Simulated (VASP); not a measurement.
# Sb (Fm-3m) in VASP: further runs

The runs below take Sb through single point, with RPBE.

Everything below comes from runs of VASP 6.6.1. Logs are shortened: lines on timing, memory, paths and dates and some standing lists are left out, and cuts for length are marked.

## (1) The structure

It takes space group Fm-3m (No. 225, cubic). The conventional cell has a = 4.825 Å, b = 4.825 Å, c = 4.825 Å, α = 90.00°, β = 90.00°, γ = 90.00°. Sb (site symmetry m-3m) is surrounded by 12 Sb at 3.41 Å.

This isn't the form of Sb at room conditions, which is rhombohedral.

## (2) Single point, RPBE

File INCAR:

```
PREC = Accurate
ENCUT = 520
EDIFF = 1E-7
ISMEAR = -1
SIGMA = 0.1
LREAL = F
LASPH = T
NELM = 80
ALGO = Normal
ISIF = 2
LWAVE = F
LCHARG = F
GGA = RP
NBANDS = 8
```

File KPOINTS:

```
Automatic mesh
0
Gamma
  18 18 18
```

File POSCAR:

```
Sb
1.0
    0.0000000000      2.4124306289      2.4124306289
    2.4124306289      0.0000000000      2.4124306289
    2.4124306289      2.4124306289      0.0000000000
Sb
1
Direct
    0.0000000000      0.0000000000      0.0000000000
```

Potentials or basis: VASP PAW PBE potentials, release 64 (Sb).

Run with:

```
cat potpaw_PBE.64/Sb/POTCAR > POTCAR
mpirun -np 1 vasp_std > vasp.out
```

OUTCAR:

```text
PREC = Accurate
   ENCUT = 520
   EDIFF = 1E-7
   ISMEAR = -1
   LREAL = F
   LASPH = T
   NELM = 80
   ISIF = 2
   GGA = RP

 ion  position               nearest neighbor table
   1  0.000  0.000  0.000-

  LATTYP: Found a face centered cubic cell.
 ALAT       =     4.8248612578

  Lattice vectors:

 A1 = (   0.0000000000,   2.4124306289,   2.4124306289)
 A2 = (   2.4124306289,   0.0000000000,   2.4124306289)
 A3 = (   2.4124306289,   2.4124306289,   0.0000000000)

Analysis of symmetry for initial positions (statically):
=====================================================================
 Subroutine PRICEL returns:
 Original cell was already a primitive cell.

 Routine SETGRP: Setting up the symmetry group for a
 face centered cubic supercell.

 Subroutine GETGRP returns: Found 48 space group operations
 (whereof 48 operations were pure point group operations)
 out of a pool of 48 trial point group operations.

The static configuration has the point symmetry O_h .

Analysis of symmetry for dynamics (positions and initial velocities):
=====================================================================
 Subroutine PRICEL returns:
 Original cell was already a primitive cell.

 Routine SETGRP: Setting up the symmetry group for a
 face centered cubic supercell.

 Subroutine GETGRP returns: Found 48 space group operations
 (whereof 48 operations were pure point group operations)
 out of a pool of 48 trial point group operations.

The dynamic configuration has the point symmetry O_h .

 Subroutine INISYM returns: Found 48 space group operations
 (whereof 48 operations are pure point group operations),
 and found     1 'primitive' translations

----------------------------------------------------------------------------------------

                                     Primitive cell

  volume of cell :      28.0798

  direct lattice vectors                    reciprocal lattice vectors
     0.000000000  2.412430629  2.412430629    -0.207259846  0.207259846  0.207259846
     2.412430629  0.000000000  2.412430629     0.207259846 -0.207259846  0.207259846
     2.412430629  2.412430629  0.000000000     0.207259846  0.207259846 -0.207259846

  length of vectors
     3.411692114  3.411692114  3.411692114     0.358984583  0.358984583  0.358984583

[... 78 lines left out ...]
   EDIFF  = 0.1E-06   stopping-criterion for ELM
   LREAL  =      F    real-space projection
   EDIFFG = 0.1E-05   stopping-criterion for IOM
   NSW    =      0    number of steps for IOM
   IBRION =     -1    ionic relax: 0-MD 1-quasi-New 2-CG
   NFREE  =      0    steps in history (QN), initial steepest desc. (CG)
   ISIF   =      2    stress and relaxation
   ISYM   =      2    0-nonsym 1-usesym 2-fastsym
   POTIM  = 0.5000    time-step for ionic-motion
   TEBEG  =    0.0;   TEEND  =   0.0 temperature during run
   PSTRESS=    0.0 pullay stress
   NELECT =       5.0000    total number of electrons
   NUPDOWN=      -1.0000    fix difference up-down
   EMIN   =  10.00;   EMAX   =-10.00  energy-range for DOS
   EFERMI =   0.00;   METHOD = LEGACY
   ISMEAR =    -1;   SIGMA  =   0.10  broadening in eV -4-tet -1-fermi 0-gaus
   EFERMI_NEDOS =   21; number of points for ismear=-14 and -15
   IALGO  =     38    algorithm
   IMIX   =      4    mixing-type and parameters
     AMIX     =   0.40;   BMIX     =  1.00
     AMIX_MAG =   1.60;   BMIX_MAG =  1.00
  volume/ion in A,a.u.               =      28.08       189.49
  Fermi-wavevector in a.u.,A,eV,Ry     =   0.921015  1.740466 11.541393  0.848268
  Thomas-Fermi vector in A             =   2.046384
   LORBIT       =      0    0 simple, 1 ext, 2 COOP (PROOUT), +10 PAW based schemes
   GGA     = RP    functional components
   LHFCALC =     F    Hartree Fock is set to
   AEXX    =    0.0000 exact exchange contribution
   IVDW    =     0    specifies the selected vdW correction
   LEPSILON=     F    determine dielectric tensor
   LRPA    =     F    only Hartree local field effects (RPA)
 non-spin polarized calculation
  energy-cutoff  :      520.00
  volume of cell :       28.08
 maximum number of plane-waves:       769
 NGX is ok and might be reduce to    28
   NGX = 13   NGY = 13   NGZ = 13

 number of electron       5.0000000 magnetization

 Free energy of the ion-electron system (eV)
  ---------------------------------------------------
  ext. energy  EPLUGINS =         0.00000000
  ---------------------------------------------------
  free energy    TOTEN  =        -3.45096533 eV

  energy without entropy =       -3.42756271  energy(sigma->0) =       -3.43926402

 E-fermi :   8.1182     XC(G=0): -10.0104

 val. band max:        8.0962641234   @ k =   0.5000   0.4444   0.0000
 cond. band min:       8.1304378524   @ k =  -0.4444   0.2222   0.0556
 fundamental gap:      0.0341737290
 Fermi energy:         8.1182468459

 k-point     1 :       0.0000    0.0000    0.0000
  band No.  band energies     occupation
      1      -4.5052      2.00000
      2      13.1357      0.00000
      3      13.1357      0.00000
      4      13.1357      0.00000
      5      17.8706      0.00000
      6      17.8706      0.00000
      7      17.8706      0.00000
      8      18.2786      0.00000
[... 243 lines left out ...]
 k-point    24 :      -0.2222    0.0556    0.0000
  band No.  band energies     occupation
      1      -3.3676      2.00000
      2       7.5704      1.99168
      3      11.3558      0.00000
      4      12.5779      0.00000
      5      16.4778      0.00000
      6      18.0664      0.00000
      7      18.1636      0.00000
      8      20.1408      0.00000

 [... further k-points ...]

------------------------ aborting loop because EDIFF is reached ----------------------------------------

  FORCE on cell =-STRESS in cart. coord.  units (eV):
  Direction    XX          YY          ZZ          XY          YZ          ZX
  --------------------------------------------------------------------------------------
  -------------------------------------------------------------------------------------
  Total       -0.0188598     -0.0188598     -0.0188598     -0.0000000      0.0000000      0.0000000
  in kB       -1.0761022     -1.0761022     -1.0761022     -0.0000000      0.0000000      0.0000000
  external PRESSURE =      -1.0761022 kB  Pullay stress =       0.0000000 kB

 VOLUME and BASIS-vectors are now :
 -----------------------------------------------------------------------------
  energy-cutoff  :      520.00
  volume of cell :       28.08
      direct lattice vectors                 reciprocal lattice vectors
     0.000000000  2.412430629  2.412430629    -0.207259846  0.207259846  0.207259846
     2.412430629  0.000000000  2.412430629     0.207259846 -0.207259846  0.207259846
     2.412430629  2.412430629  0.000000000     0.207259846  0.207259846 -0.207259846

 POSITION                                       TOTAL-FORCE (eV/Angst)
 -----------------------------------------------------------------------------------
      0.00000      0.00000      0.00000        -0.000000      0.000000     -0.000000
 -----------------------------------------------------------------------------------
    total drift:                                0.000000      0.000000     -0.000000

  FREE ENERGIE OF THE ION-ELECTRON SYSTEM (eV)
  ---------------------------------------------------
  free  energy   TOTEN  =        -3.4509653335 eV

  energy  without entropy=       -3.4275627091  energy(sigma->0) =       -3.43926402
```

OSZICAR:

```text
N       E                     dE             d eps       ncg     rms          rms(c)
DAV:   1     0.516688214750E+01    0.51669E+01   -0.16109E+03  3144   0.404E+02
DAV:   2    -0.335543023604E+01   -0.85223E+01   -0.82893E+01  4432   0.512E+01
DAV:   3    -0.345531971076E+01   -0.99889E-01   -0.99298E-01  3688   0.616E+00
DAV:   4    -0.345563702147E+01   -0.31731E-03   -0.31731E-03  4952   0.428E-01
DAV:   5    -0.345563754618E+01   -0.52471E-06   -0.52485E-06  3896   0.108E-02    0.164E+00
DAV:   6    -0.345251310944E+01    0.31244E-02   -0.25299E-03  3744   0.282E-01    0.924E-01
DAV:   7    -0.345093184131E+01    0.15813E-02   -0.55117E-03  3464   0.416E-01    0.748E-02
DAV:   8    -0.345096587747E+01   -0.34036E-04   -0.86437E-05  4552   0.722E-02    0.671E-03
DAV:   9    -0.345096590063E+01   -0.23158E-07   -0.16927E-06  4312   0.103E-02    0.109E-03
DAV:  10    -0.345096550799E+01    0.39264E-06   -0.62642E-08  4416   0.167E-03    0.126E-03
DAV:  11    -0.345096528403E+01    0.22396E-06   -0.35230E-09  2648   0.525E-04    0.188E-04
DAV:  12    -0.345096533354E+01   -0.49503E-07   -0.15298E-10  2024   0.834E-05
   1 F= -.34509653E+01 E0= -.34392640E+01  d E =-.234026E-01
```

stdout:

```text
POSCAR found type information on POSCAR Sb
 POSCAR found :  1 types and       1 ions
 scaLAPACK will be used
 -----------------------------------------------------------------------------
|                                                                             |
|                                                                             |
|     You enforced a specific xc type in the INCAR file but a different       |
|     I HOPE YOU KNOW WHAT YOU ARE DOING!                                     |
|                                                                             |
 -----------------------------------------------------------------------------

 LDA part: xc-table for (Slater+PW92), standard interpolation
 POSCAR, INCAR and KPOINTS ok, starting setup
 FFT: planning ... GRIDC
 FFT: planning ... GRID_SOFT
 FFT: planning ... GRID
 WAVECAR not read
 entering main loop
```

Run time: 66 s. Hardware: 1 thread of AMD EPYC 7R43 (Zen 3), shared host; peak memory 0.15 GiB.

What came out:

```
Free energy            : -3.4510 eV
Pressure               : -0.1 GPa
Band gap on the k mesh : none (metal or under the smearing width)
```

Caveat: the PAW data sets were made with another functional, which shifts forces and pressure a little. Spin-orbit coupling is left out, which matters for the levels of Sb.

## (3) Single point, RPBE

This run uses another cell than the first one, of 26.96 Å³/atom, 0.960 times its volume.

File INCAR:

```
  ALGO = Fast
  EDIFF = 1E-7
  ENCUT = 520
  GGA = RP
  ISIF = 2
  ISMEAR = -1
  LASPH = T
  LCHARG = F
  LREAL = F
  LWAVE = F
  NBANDS = 8
  NELM = 60
  PREC = Accurate
  SIGMA = 0.1
```

File KPOINTS:

```
k-points
0
Gamma
  13 13 13
```

File POSCAR:

```
Sb
1.0
    0.0000000000      2.3798262182      2.3798262182
    2.3798262182      0.0000000000      2.3798262182
    2.3798262182      2.3798262182      0.0000000000
Sb
1
Direct
    0.0000000000      0.0000000000      0.0000000000
```

Potentials or basis: VASP PAW PBE potentials, release 64 (Sb).

Run with:

```
cat potpaw_PBE.64/Sb/POTCAR > POTCAR
mpirun -np 1 vasp_std > vasp.out
```

It took 43 s on 1 thread of AMD EPYC 7R43 (Zen 3), shared host; peak memory 0.14 GiB.

The run converged. Its results:

- Free energy: -3.4386 eV
- Pressure: 2.3 GPa
- Band gap on the k mesh: none (metal or under the smearing width)

Levels at points of the mesh, in eV from the Fermi level:
```
           k point  band 1  band 2  band 3  band 4  band 5  band 6
(0.00, 0.00, 0.00)  -12.89    5.36    5.36    5.36    9.92    9.92
```

Caveat: the PAW data sets were made with another functional, which shifts forces and pressure a little. Spin-orbit coupling is left out, which matters for the levels of Sb.
